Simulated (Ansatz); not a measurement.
A (100) slab of Ti (P6_3/mmc (No. 194)), 10 planes, outer planes Ti (top) and Ti (bottom), with 10 atoms (Ti10) in a surface cell of A = 13.316 Å², as cut from the bulk:

```
CELL_PARAMETERS angstrom
2.90044 0.00000 0.00000
0.00000 4.59099 0.00000
0.00000 0.00000 25.88469
ATOMIC_POSITIONS crystal
Ti 0.00000 0.75000 0.28975
Ti 0.50000 0.25000 0.32209
Ti 0.50000 0.75000 0.38679
Ti 0.00000 0.25000 0.41913
Ti 0.00000 0.75000 0.48383
Ti 0.50000 0.25000 0.51617
Ti 0.50000 0.75000 0.58087
Ti 0.00000 0.25000 0.61321
Ti 0.00000 0.75000 0.67791
Ti 0.50000 0.25000 0.71025
```

Method: Ansatz, DFT PBEsol, scalar-relativistic, plane waves, PAW. Cutoff 420 eV; k points 12×8×1 on the computed 10-atom cell (Γ-centred); Gaussian smearing, width 0.10 eV; no spin polarisation.

Against the same 10 atoms in the bulk, the slab as cut lies 3.759 eV higher and the relaxed slab 3.722 eV higher.

Q: Work out the surface energy before and after relaxation.

A: The slab has two faces, so γ = (E_slab − N·E_bulk)/(2A), the mean of both. As cut: 3.759/(2 × 13.316) = 0.1411 eV/Å², and 1 eV/Å² = 16.02 J/m², so γ = 2.26 J/m². Relaxed: 3.722/(2 × 13.316) = 0.1398 eV/Å² = 2.24 J/m². Relaxation recovers 1.0 % of the cost of cutting.

Q: What is the ideal work of this cut, per area?

A: Griffith's ideal work is 2γ: 4.52 J/m² if the new faces stay rigid, 4.48 J/m² if they relax. Other cuts parallel to this plane can cost less. One thickness was run, 10 planes, so γ can still shift with it.